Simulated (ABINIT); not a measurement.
The system is InSe.

```
In Se
1.0
     2.00000    1.15470    8.44000
    -2.00000    1.15470    8.44000
     0.00000   -2.30940    8.44000
In Se
2 2
Direct
  0.88860 0.88860 0.88860
  0.00000 0.00000 0.00000
  0.17190 0.17190 0.17190
  0.38350 0.38350 0.38350
```

Base run:

| Quantity | Value |
| --- | --- |
| Program | ABINIT 10.8.3 (patched build) |
| Functional | LDA |
| Potentials or basis | JTH PAW LDA v2.0 |
| Cutoff | 463 eV |
| k mesh | 6 × 6 × 6 |
| Occupations | fermi-dirac, width 0.05 eV |
| Spin | no spin polarisation |

Its results: band gap on the k mesh 0.20 eV, direct; largest force 0.240 eV/Å.

The run is repeated on the same cell with these changes: k mesh from 6 × 6 × 6 to 3 × 3 × 3. What comes out?

Band gap on the k mesh 1.40 eV, direct; largest force 0.199 eV/Å.

Caveats: some runs use coarse meshes; spin-orbit coupling is left out, which moves the levels of the heavy elements; an odd mesh through Γ misses points on the zone boundary, where band edges often lie (some runs).

Not every run made on this cell is shown here.
